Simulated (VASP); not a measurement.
Set up this calculation in VASP 6.6.1, as the native input.

| Quantity | Value |
| --- | --- |
| Task | relaxation of cell and atoms |
| Functional | r2SCAN |
| Potentials or basis | VASP PAW PBE potentials, release 64 (Sn_d, S) |
| Cutoff | 600 eV |
| k mesh | 9 × 9 × 5 |
| Occupations | gaussian, width 0.03 eV |
| Spin | no spin polarisation |
| Further INCAR settings | ALGO = Normal; EDIFF = 1e-07; IBRION = 2; EDIFFG = -0.005; NSW = 90; ISIF = 3 |

The structure of SnS2 (Berndtite-2T) lies in POSCAR:

```
SnS2                                    
1.0
    3.6730185761      0.0000000000     -0.0000000000
   -1.8365092880      3.1809273955      0.0000000000
   -0.0000000000      0.0000000000      6.2507129507
  Sn              S             
     1     2
Direct
     0.0000000000000000    0.0000000000000000    0.0000000000000000
     0.3333333332999970    0.6666666667000030    0.2338414493624334
     0.6666666667000030    0.3333333332999970    0.7661585506375665
```

These files were run (other wordings do the same):

INCAR

```
PREC = Accurate ; ENCUT = 600
EDIFF = 1E-7 ; ISMEAR = 0
SIGMA = 0.03 ; LREAL = False
LASPH = True ; NELM = 80
ALGO = Normal ; ISIF = 3
LWAVE = False ; LCHARG = False
METAGGA = R2SCAN ; LMIXTAU = True
IBRION = 2 ; NSW = 90
EDIFFG = -0.005
```

KPOINTS

```
regular mesh
0
Gamma
  9 9 5
```

Potentials or basis: VASP PAW PBE potentials, release 64 (Sn_d, S).

Run with:

```sh
$ cat potpaw_PBE.64/Sn_d/POTCAR potpaw_PBE.64/S/POTCAR > POTCAR
$ mpirun -np 1 vasp_std > vasp.out
```

It gave:

- Relaxed volume: 24.35 Å³/atom
- Relaxed cell: a = 3.673 Å, b = 3.673 Å, c = 6.252 Å, α = 90.00°, β = 90.00°, γ = 120.00°
- Space group after relaxing (to 0.05 Å): P-3m1 (No. 164)
- Energy gained by relaxing: 0.0 meV/atom
- Ionic steps: 3
- Pressure after relaxing: 0.0 GPa
- Band gap on the k mesh: 1.95 eV, indirect (least direct gap 2.23 eV)

Caveat: the PAW data sets were made with another functional, which shifts forces and pressure a little; spin-orbit coupling is left out, which moves the levels of the heavy elements; an odd mesh through Γ misses points on the zone boundary, where band edges often lie.

Run time: 5.9 min on 1 thread of Intel(R) Xeon(R) 6975P-C (Granite Rapids), on a shared host, peak memory 0.26 GiB.
